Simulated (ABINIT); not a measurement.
# SnO2 (Cassiterite) (P4_2/mnm) in ABINIT: further runs

Aim: see how the results for SnO2 (Cassiterite) move with the level of theory and the settings. Levels: LDA, TB-mBJ. Tasks: band structure.

Program: ABINIT 10.8.3 (patched build). These are calculated values, not measurements. Logs are shortened: lines on timing, memory, paths and dates and some standing lists are left out, and cuts for length are marked. The log counts tension as positive stress, the text compression.

## (1) The crystal as given

It takes space group P4_2/mnm (No. 136, tetragonal). Conventional cell: a = 4.738 Å, b = 4.738 Å, c = 3.187 Å, α = 90.00°, β = 90.00°, γ = 90.00°. Around Sn (site symmetry mmm) lie 6 O at 2.05 to 2.06 Å. O (site symmetry m2m) is surrounded by 3 Sn at 2.05 to 2.06 Å.

## (2) Band structure, LDA

The input, run.abi:

```
# Datasets: ground state, then fixed potential
ndtset 2

# Pseudopotentials
pp_dirpath "./"
pseudos "Sn.LDA_PW-JTH.xml, O.LDA_PW-JTH.xml"

# Structure
acell 3*1.0 Angstrom
rprim
     4.7380000000     0.0000000000     0.0000000000
     0.0000000000     4.7380000000     0.0000000000
     0.0000000000     0.0000000000     3.1865000000
ntypat 2
znucl 50 8
natom 6
typat 1 1 2 2 2 2
xcart
     2.3690000000     2.3690000000     1.5932500000
     0.0000000000     0.0000000000     0.0000000000
     3.8240398000     0.9139602000     1.5932500000
     3.2829602000     3.2829602000     0.0000000000
     0.9139602000     3.8240398000     1.5932500000
     1.4550398000     1.4550398000     0.0000000000 Angstrom

# Plane-wave basis
ecut 23.0
pawecutdg 45.0

# Exchange and correlation
ixc 7

# Bands and occupations
occopt 3
tsmear 0.05 eV

# SCF cycle
nstep 100

# Output
iomode 3
prtwf 0
prteig 0
prtebands 0
enunit 1
prtden1 1
prtvha1 1
prtvclmb1 1
prtpot1 1

# Dataset 1
kptopt1 1
ngkpt1 6 6 8
nshiftk1 1
shiftk1 0.0 0.0 0.0
nband1 32
tolvrs1 1.0e-9

# Dataset 2: bands along G-X-M-G-Z-R-A-Z
iscf2 -2
getden2 1
nband2 38
nbdbuf2 4
tolwfr2 1.0e-11
kptopt2 -7
ndivsm2 5
prteig2 1
prtvol2 -3
kptbounds2
     0.0000000000     0.0000000000     0.0000000000
     0.0000000000     0.5000000000     0.0000000000
     0.5000000000     0.5000000000     0.0000000000
     0.0000000000     0.0000000000     0.0000000000
     0.0000000000     0.0000000000     0.5000000000
     0.0000000000     0.5000000000     0.5000000000
     0.5000000000     0.5000000000     0.5000000000
     0.0000000000     0.0000000000     0.5000000000
```

Potentials or basis: JTH PAW LDA v2.0.

On the command line:

```
$ abinit run.abi > log 2>&1
```

run.abo:

```text
.Version 10.8.3 of ABINIT
 DATASET    1 : space group P4_2/m n m (#136); Bravais tP (primitive tetrag.)
================================================================================
 Values of the parameters that define the memory need for DATASET  1.
     intxc =       0    ionmov =       0      iscf =      17    lmnmax =      18
     lnmax =       6     mgfft =      40  mpssoang =       3    mqgrid =    3001
     natom =       6  nloc_mem =       2    nspden =       1   nspinor =       1
    nsppol =       1      nsym =      16    n1xccc =       1    ntypat =       2
    occopt =       3   xclevel =       1
       mpw =        2573          nfft =       43200          nkpt =          50
 PAW method is used; the additional fine FFT grid is defined by:
   mgfftf=        60    nfftf =    144000
================================================================================
================================================================================

 DATASET    2 : space group P4_2/m n m (#136); Bravais tP (primitive tetrag.)
================================================================================
 Values of the parameters that define the memory need for DATASET  2.
     intxc =       0    ionmov =       0      iscf =      -2    lmnmax =      18
     lnmax =       6     mgfft =      40  mpssoang =       3    mqgrid =    3001
     natom =       6  nloc_mem =       2    nspden =       1   nspinor =       1
    nsppol =       1      nsym =      16    n1xccc =       1    ntypat =       2
    occopt =       3   xclevel =       1
       mpw =        2573          nfft =       43200          nkpt =          42
 PAW method is used; the additional fine FFT grid is defined by:
   mgfftf=        60    nfftf =    144000
================================================================================
================================================================================

--------------------------------------------------------------------------------
------------- Echo of variables that govern the present computation ------------
--------------------------------------------------------------------------------
 -outvars: echo values of preprocessed input variables --------
            acell      1.8897261259E+00  1.8897261259E+00  1.8897261259E+00 Bohr
              amu      1.18710000E+02  1.59994000E+01
             ecut      2.30000000E+01 Hartree
           enunit           1
           getden1          0
           getden2          1
             iscf1         17
             iscf2         -2
              ixc           7
           jdtset        1    2
           kptopt1          1
           kptopt2         -7
         kptrlatt        6    0    0      0    6    0      0    0    8
          kptrlen1     4.81728984E+01
          kptrlen2     3.00000000E+01
            natom           6
            nband1         32
            nband2         38
           nbdbuf1          0
           nbdbuf2          4
           ndtset           2
           ndivsm1          0
           ndivsm2          5
            ngfft          40      40      27
          ngfftdg          60      60      40
             nkpt1         50
             nkpt2         42
            nstep         100
             nsym          16
           ntypat           2
           occopt           3
        pawecutdg      4.50000000E+01 Hartree
        prtebands           0
           prteig1          0
           prteig2          1
           prtpot1          1
           prtpot2          0
         prtvclmb1          1
         prtvclmb2          0
           prtvha1          1
           prtvha2          0
           prtvol1          0
[... 845 lines left out ...]
  2.01E-12  4.67E-12  7.89E-12  7.76E-12  1.99E-12  4.49E-12  7.40E-12  8.80E-12
  2.44E-12  9.84E-12  1.59E-11  1.87E-10  2.74E-07  5.36E-06
 -5.7880E-01 -5.7880E-01 -5.6039E-01 -5.6039E-01 -5.4445E-01 -5.4445E-01
 -5.4228E-01 -5.4228E-01 -5.4036E-01 -5.4036E-01 -4.4215E-01 -4.4215E-01
 -3.7822E-01 -3.7822E-01 -8.9156E-02 -8.9156E-02  2.2775E-02  2.2775E-02
  4.3078E-02  4.3078E-02  8.5186E-02  8.5186E-02  1.2032E-01  1.2032E-01
  1.3601E-01  1.3601E-01  4.0363E-01  4.0363E-01  5.3243E-01  5.3243E-01
  5.6642E-01  5.6642E-01  5.7534E-01  5.7534E-01  6.4104E-01  6.4104E-01
  6.8355E-01  6.8357E-01

--- !ResultsGS
iteration_state: {dtset: 2, }
comment   : Summary of ground state results
lattice_vectors:
- [  8.9535224,   0.0000000,   0.0000000, ]
- [  0.0000000,   8.9535224,   0.0000000, ]
- [  0.0000000,   0.0000000,   6.0216123, ]
lattice_lengths: [   8.95352,    8.95352,    6.02161, ]
lattice_angles: [ 90.000,  90.000,  90.000, ] # degrees, (23, 13, 12)
lattice_volume:   4.8272594E+02
convergence: {deltae:  0.000E+00, res2:  0.000E+00, residm:  9.956E-12, diffor:  0.000E+00, }
etotal    :  -2.04397570E+02
entropy   :   0.00000000E+00
fermie    :   2.03777420E-01
cartesian_stress_tensor: null
pressure_GPa: null
xred      :
- [  5.0000E-01,   5.0000E-01,   5.0000E-01, Sn]
- [  0.0000E+00,   0.0000E+00,   0.0000E+00, Sn]
- [  8.0710E-01,   1.9290E-01,   5.0000E-01,  O]
- [  6.9290E-01,   6.9290E-01,   0.0000E+00,  O]
- [  1.9290E-01,   8.0710E-01,   5.0000E-01,  O]
- [  3.0710E-01,   3.0710E-01,   0.0000E+00,  O]
cartesian_forces: null
force_length_stats: {min: null, max: null, mean: null, }
...

 Integrated electronic density in atomic spheres:
 ------------------------------------------------
 Atom  Sphere_radius  Integrated_density
    1        2.51086         12.23884360
    2        2.51086         12.23884360
    3        1.41465          4.56731111
    4        1.41465          4.56731111
    5        1.41465          4.56731111
    6        1.41465          4.56731111

================================================================================

 ----iterations are completed or convergence reached----

 Mean square residual over all n,k,spin=   50.600E-13; max=  99.563E-13
 reduced coordinates (array xred) for    6 atoms
       0.500000000000      0.500000000000      0.500000000000
       0.000000000000      0.000000000000      0.000000000000
       0.807100000000      0.192900000000      0.500000000000
       0.692900000000      0.692900000000      0.000000000000
       0.192900000000      0.807100000000      0.500000000000
       0.307100000000      0.307100000000      0.000000000000

 cartesian coordinates (angstrom) at end:
    1      2.36900000000000     2.36900000000000     1.59325000000000
    2      0.00000000000000     0.00000000000000     0.00000000000000
    3      3.82403980000000     0.91396020000000     1.59325000000000
    4      3.28296020000000     3.28296020000000     0.00000000000000
    5      0.91396020000000     3.82403980000000     1.59325000000000
    6      1.45503980000000     1.45503980000000     0.00000000000000
 length scales=  1.889726125908  1.889726125908  1.889726125908 bohr
              =  1.000000000000  1.000000000000  1.000000000000 angstroms
 Eigenvalues (   eV  ) for nkpt=  42  k points:
 kpt#   1, nband= 38, wtk=  1.00000, kpt=  0.0000  0.0000  0.0000 (reduced coord)
 -16.00744  -15.26746  -14.97636  -14.94866  -14.94866  -14.85855  -14.82333  -14.73067
 -14.69719  -14.69719  -13.79603  -11.86508  -11.86508  -10.03483   -3.24145    0.81629
   0.81629    0.91980    1.80680    2.86166    3.04442    3.74461    3.74461    4.16800
   4.16800    4.97053    6.09866   10.88360   11.07095   11.07095   15.07583   15.28261
  16.80991   16.80991   17.28790   17.36781   19.96441   21.38363
 kpt#   2, nband= 38, wtk=  1.00000, kpt=  0.0000  0.1000  0.0000 (reduced coord)
 -15.99240  -15.28274  -14.97616  -14.94788  -14.94785  -14.87457  -14.82074  -14.73253
 -14.69814  -14.69808  -13.76418  -11.93897  -11.80259  -10.05370   -3.17815    0.62567
   0.86890    0.95886    1.86750    2.79776    3.12500    3.74670    3.75238    3.92822
   4.17539    4.91701    6.38941   10.78802   11.10837   11.18003   15.19032   15.37976
  16.71591   16.80568   17.27157   17.37722   19.80769   21.43794
 kpt#   3, nband= 38, wtk=  1.00000, kpt=  0.0000  0.2000  0.0000 (reduced coord)
 -15.94778  -15.33307  -14.97556  -14.94587  -14.94575  -14.90965  -14.81330  -14.73809
 -14.70063  -14.70046  -13.66816  -12.13833  -11.62787  -10.12398   -2.98608    0.15486
   1.02044    1.07373    2.04402    2.62265    3.26650    3.44034    3.75259    3.76780
   4.19611    4.76937    7.02859   10.59640   11.22944   11.38123   15.45114   15.66231
[... 221 lines left out ...]
   3.65530    3.77855   10.82451   11.20640   13.28188   14.70121   15.27789   15.54391
  15.62086   16.52847   17.56102   17.58527   17.75966   18.26655
 kpt#  41, nband= 38, wtk=  1.00000, kpt=  0.0714  0.0714  0.5000 (reduced coord)
 -15.79542  -15.75066  -15.25016  -15.18109  -14.81714  -14.81624  -14.75583  -14.75491
 -14.70333  -14.70139  -12.09327  -12.02200  -10.29617  -10.24839   -2.47325   -2.33708
   0.53541    0.56957    0.67446    1.30777    2.31799    2.77409    3.31630    3.32168
   3.68521    3.72115   10.94634   11.05317   14.03626   14.54449   15.44947   15.46575
  15.56036   16.00918   17.46326   17.47719   18.25774   18.50352
 kpt#  42, nband= 38, wtk=  1.00000, kpt=  0.0000  0.0000  0.5000 (reduced coord)
 -15.74992  -15.74992  -15.24890  -15.24890  -14.81515  -14.81515  -14.75620  -14.75620
 -14.70404  -14.70404  -12.03145  -12.03145  -10.29177  -10.29177   -2.42605   -2.42605
   0.61973    0.61973    1.17221    1.17221    2.31803    2.31803    3.27418    3.27418
   3.70108    3.70108   10.98326   10.98326   14.48811   14.48811   15.41311   15.41311
  15.65582   15.65582   17.44357   17.44357   18.60041   18.60089

== END DATASET(S) ==============================================================
================================================================================

 -outvars: echo values of variables after computation  --------
            acell      1.8897261259E+00  1.8897261259E+00  1.8897261259E+00 Bohr
           etotal1    -2.0439757018E+02
            fcart1    -0.0000000000E+00 -0.0000000000E+00 -0.0000000000E+00
                      -0.0000000000E+00 -0.0000000000E+00 -0.0000000000E+00
                      -1.9204911203E-03  1.9204911203E-03 -0.0000000000E+00
                       1.9204911203E-03  1.9204911203E-03 -0.0000000000E+00
                       1.9204911203E-03 -1.9204911203E-03 -0.0000000000E+00
                      -1.9204911203E-03 -1.9204911203E-03 -0.0000000000E+00
            rprim      4.7380000000E+00  0.0000000000E+00  0.0000000000E+00
                       0.0000000000E+00  4.7380000000E+00  0.0000000000E+00
                       0.0000000000E+00  0.0000000000E+00  3.1865000000E+00
           strten1     6.4145113990E-05  6.4145113990E-05  3.4488204164E-05
                       0.0000000000E+00  0.0000000000E+00  0.0000000000E+00
           xangst      2.3690000000E+00  2.3690000000E+00  1.5932500000E+00
                       0.0000000000E+00  0.0000000000E+00  0.0000000000E+00
                       3.8240398000E+00  9.1396020000E-01  1.5932500000E+00
                       3.2829602000E+00  3.2829602000E+00  0.0000000000E+00
                       9.1396020000E-01  3.8240398000E+00  1.5932500000E+00
                       1.4550398000E+00  1.4550398000E+00  0.0000000000E+00
             xred      5.0000000000E-01  5.0000000000E-01  5.0000000000E-01
                       0.0000000000E+00  0.0000000000E+00  0.0000000000E+00
                       8.0710000000E-01  1.9290000000E-01  5.0000000000E-01
                       6.9290000000E-01  6.9290000000E-01  0.0000000000E+00
                       1.9290000000E-01  8.0710000000E-01  5.0000000000E-01
                       3.0710000000E-01  3.0710000000E-01  0.0000000000E+00
 Calculation completed.
```

Wall time 3.4 min (1 thread of Arm Neoverse V2, shared host); peak memory 0.19 GiB.

Results:

- Free energy: -5561.9412 eV
- Pressure: -1.6 GPa
- Largest force: 0.140 eV/Å
- Band gap on the k mesh: 1.13 eV, direct
- Band gap along the path: 1.13 eV, direct

Forces on the atoms (eV/Å):
```
Sn   0.000  0.000  0.000
Sn   0.000  0.000  0.000
O   -0.099  0.099  0.000
O    0.099  0.099  0.000
O    0.099 -0.099  0.000
O   -0.099 -0.099  0.000
```

Levels at the corners of the path, in eV from the valence-band top:
```
point  band 22  band 23  band 24  band 25  band 26  band 27  band 28  band 29  band 30  band 31
    Γ    -1.23    -1.23    -0.80    -0.80     0.00     1.13     5.91     6.10     6.10    10.11
    X    -1.98    -1.19    -1.19    -0.65    -0.65     4.28     4.28     6.82     6.82    10.72
    M    -2.02    -1.31    -1.31    -0.90    -0.90     4.66     4.66     7.30     7.30    10.74
    Γ    -1.23    -1.23    -0.80    -0.80     0.00     1.13     5.91     6.10     6.10    10.11
    Z    -2.65    -1.70    -1.70    -1.27    -1.27     6.01     6.01     9.52     9.52    10.44
    R    -1.75    -1.13    -1.13    -0.70    -0.70     6.29     6.29     7.84     7.84    10.78
    A    -2.46    -0.99    -0.99    -0.84    -0.84     4.70     4.70     8.60     8.60    10.78
    Z    -2.65    -1.70    -1.70    -1.27    -1.27     6.01     6.01     9.52     9.52    10.44
```

Caveat: spin-orbit coupling is left out, which moves the levels of the heavy elements; the atomic spheres overlap. Expect the measured gap to be larger: semilocal functionals such as LDA lack the derivative discontinuity.

## (3) Band structure, TB-mBJ

Changes to run.abi since step 2:

```diff
@@ -8,7 +8,7 @@
 # Structure
-acell 3*1.0 Angstrom
+acell 4.738 4.738 3.1865 Angstrom
 rprim
-     4.7380000000     0.0000000000     0.0000000000
-     0.0000000000     4.7380000000     0.0000000000
-     0.0000000000     0.0000000000     3.1865000000
+     1.0000000000     0.0000000000     0.0000000000
+     0.0000000000     1.0000000000     0.0000000000
+     0.0000000000     0.0000000000     1.0000000000
 ntypat 2
@@ -26,7 +26,9 @@
 # Plane-wave basis
-ecut 23.0
-pawecutdg 45.0
+ecut 761.918815 eV
+pawecutdg 50.0
 
 # Exchange and correlation
-ixc 7
+ixc -208012
+usekden 1
+pawxcdev 0
 
@@ -38,2 +40,5 @@
 nstep 100
+diemix 0.3
+optforces 0
+optstress 0
 
@@ -46,2 +51,3 @@
 prtden1 1
+prtkden1 1
 prtvha1 1
@@ -52,3 +58,3 @@
 kptopt1 1
-ngkpt1 6 6 8
+ngkpt1 5 5 7
 nshiftk1 1
@@ -56,3 +62,3 @@
 nband1 32
-tolvrs1 1.0e-9
+tolvrs1 1.0e-7
 
@@ -61,2 +67,3 @@
 getden2 1
+getkden2 1
 nband2 38
@@ -67,3 +74,2 @@
 prteig2 1
-prtvol2 -3
 kptbounds2
```

Potentials or basis: JTH PAW LDA v2.0.

On the command line:

```
$ mpirun --bind-to none -np 4 abinit run.abi > log 2>&1
```

run.abo:

```text
.Version 10.8.3 of ABINIT
 DATASET    1 : space group P4_2/m n m (#136); Bravais tP (primitive tetrag.)
================================================================================
 Values of the parameters that define the memory need for DATASET  1.
     intxc =       0    ionmov =       0      iscf =       7    lmnmax =      18
     lnmax =       6     mgfft =      45  mpssoang =       3    mqgrid =    3001
     natom =       6  nloc_mem =       2    nspden =       1   nspinor =       1
    nsppol =       1      nsym =      16    n1xccc =       1    ntypat =       2
    occopt =       3   xclevel =       2
       mpw =        3434          nfft =       60750          nkpt =          24
Pmy_natom=         2
 PAW method is used; the additional fine FFT grid is defined by:
   mgfftf=        60    nfftf =    144000
================================================================================
================================================================================

 DATASET    2 : space group P4_2/m n m (#136); Bravais tP (primitive tetrag.)
================================================================================
 Values of the parameters that define the memory need for DATASET  2.
     intxc =       0    ionmov =       0      iscf =      -2    lmnmax =      18
     lnmax =       6     mgfft =      45  mpssoang =       3    mqgrid =    3001
     natom =       6  nloc_mem =       2    nspden =       1   nspinor =       1
    nsppol =       1      nsym =      16    n1xccc =       1    ntypat =       2
[... 1207 lines left out ...]
 kpt#  42, nband= 38, wtk=  1.00000, kpt=  0.0000  0.0000  0.5000 (reduced coord)
 -15.29152  -15.29152  -14.72411  -14.72411  -13.97936  -13.97936  -13.97311  -13.97311
 -13.91330  -13.91330  -12.30927  -12.30927  -10.81032  -10.81032   -0.44776   -0.44776
   2.19469    2.19469    2.57015    2.57015    3.63706    3.63706    4.41704    4.41704
   4.67932    4.67932   13.71064   13.71064   17.81830   17.81830   18.93991   18.93991
  19.08590   19.08590   21.03365   21.03365   22.29971   22.30664

== END DATASET(S) ==============================================================
================================================================================

 -outvars: echo values of variables after computation  --------
            acell      8.9535223846E+00  8.9535223846E+00  6.0216123002E+00 Bohr
           etotal1    -1.6391440672E+02
            fcart1     9.9999999999E+99  9.9999999999E+99  9.9999999999E+99
                       9.9999999999E+99  9.9999999999E+99  9.9999999999E+99
                       9.9999999999E+99  9.9999999999E+99  9.9999999999E+99
                       9.9999999999E+99  9.9999999999E+99  9.9999999999E+99
                       9.9999999999E+99  9.9999999999E+99  9.9999999999E+99
                       9.9999999999E+99  9.9999999999E+99  9.9999999999E+99
           strten1     9.9999999999E+99  9.9999999999E+99  9.9999999999E+99
                       9.9999999999E+99  9.9999999999E+99  9.9999999999E+99
           xangst      2.3690000000E+00  2.3690000000E+00  1.5932500000E+00
                       0.0000000000E+00  0.0000000000E+00  0.0000000000E+00
                       3.8240398000E+00  9.1396020000E-01  1.5932500000E+00
                       3.2829602000E+00  3.2829602000E+00  0.0000000000E+00
                       9.1396020000E-01  3.8240398000E+00  1.5932500000E+00
                       1.4550398000E+00  1.4550398000E+00  0.0000000000E+00
             xred      5.0000000000E-01  5.0000000000E-01  5.0000000000E-01
                       0.0000000000E+00  0.0000000000E+00  0.0000000000E+00
                       8.0710000000E-01  1.9290000000E-01  5.0000000000E-01
                       6.9290000000E-01  6.9290000000E-01  0.0000000000E+00
                       1.9290000000E-01  8.0710000000E-01  5.0000000000E-01
                       3.0710000000E-01  3.0710000000E-01  0.0000000000E+00
 Calculation completed.
```

It took 4.9 min on 4 MPI ranks of Arm Neoverse V2, shared host; peak memory 0.64 GiB.

What came out:

```yaml
Band_gap_on_the_k_mesh: 2.96 eV, direct
Band_gap_along_the_path: 2.96 eV, direct
```

Levels at the corners of the path, in eV from the valence-band top:
| point | band 23 | band 24 | band 25 | band 26 | band 27 | band 28 | band 29 | band 30 |
| --- | --- | --- | --- | --- | --- | --- | --- | --- |
| Γ | -0.95 | -0.66 | -0.66 | 0.00 | 2.96 | 8.07 | 8.64 | 8.64 |
| X | -0.91 | -0.91 | -0.52 | -0.52 | 6.03 | 6.03 | 9.41 | 9.41 |
| M | -1.01 | -1.01 | -0.81 | -0.81 | 6.48 | 6.48 | 9.65 | 9.65 |
| Γ | -0.95 | -0.66 | -0.66 | 0.00 | 2.96 | 8.07 | 8.64 | 8.64 |
| Z | -1.38 | -1.38 | -1.11 | -1.11 | 7.92 | 7.92 | 12.02 | 12.02 |
| R | -0.95 | -0.95 | -0.49 | -0.49 | 8.20 | 8.20 | 10.24 | 10.24 |
| A | -0.82 | -0.82 | -0.77 | -0.77 | 6.72 | 6.72 | 11.28 | 11.28 |
| Z | -1.38 | -1.38 | -1.11 | -1.11 | 7.92 | 7.92 | 12.02 | 12.02 |

Caveat: the constant c of TB-mBJ comes from the pseudo density here, which moves gaps by up to 0.3 eV between sets of potentials; the PAW data sets were made with another functional, which shifts forces and pressure a little; spin-orbit coupling is left out, which moves the levels of the heavy elements; the atomic spheres overlap.
